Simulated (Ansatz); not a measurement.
A run of Ansatz 0.2.0 is set up as follows.

File input.yaml:

```yaml
crystal:
  lattice:
    - [3.812, 0.0, 0.0]
    - [-1.906, 3.3012888392, 0.0]
    - [0.0, 0.0, 18.68999]
  atoms:
    - { symbol: Zn, position: [0.3333333333, 0.6666666667, 0.83333] }
    - { symbol: Zn, position: [0.6666666667, 0.3333333333, 0.33333] }
    - { symbol: Zn, position: [0.6666666667, 0.3333333333, 0.66667] }
    - { symbol: Zn, position: [0.3333333333, 0.6666666667, 0.16667] }
    - { symbol: Zn, position: [0.0, 0.0, 0.5] }
    - { symbol: Zn, position: [0.0, 0.0, 0.0] }
    - { symbol: S, position: [0.3333333333, 0.6666666667, 0.95833] }
    - { symbol: S, position: [0.6666666667, 0.3333333333, 0.45833] }
    - { symbol: S, position: [0.6666666667, 0.3333333333, 0.79167] }
    - { symbol: S, position: [0.3333333333, 0.6666666667, 0.29167] }
    - { symbol: S, position: [0.0, 0.0, 0.625] }
    - { symbol: S, position: [0.0, 0.0, 0.125] }
hamiltonian:
  xc: rpbe
  pseudopotentials: { kind: paw }
  dispersion: d4
kpoints:
  mp_grid: { grid: [8, 8, 2] }
scf:
  occupations: { method: fermi_dirac, width: 0.05 }
output:
  forces: true
  stress: true
relax:
  f_tol: 0.01
  max_steps: 40
  cell: { stress_tol: 0.05 }
```

Potentials or basis: Ansatz PAW.

Command:

```sh
$ ansatz run input.yaml --threads 4 --pin off --max-ram 11264MiB --backend cpu --events-out ev --progress --plain --runs-dir out
```

(1) Estimate the band gap on the k mesh.

(2) Estimate the relaxed volume.

## Answers

(1) 2.41 eV.

(2) 19.27 Å³/atom.

Caveat: the plane-wave basis is chosen anew once the cell has moved, so the energies of steps on either side of that aren't comparable; the PAW data sets come from PBE, with cores solved anew for the run's functional, which leaves a small shift of forces and pressure.
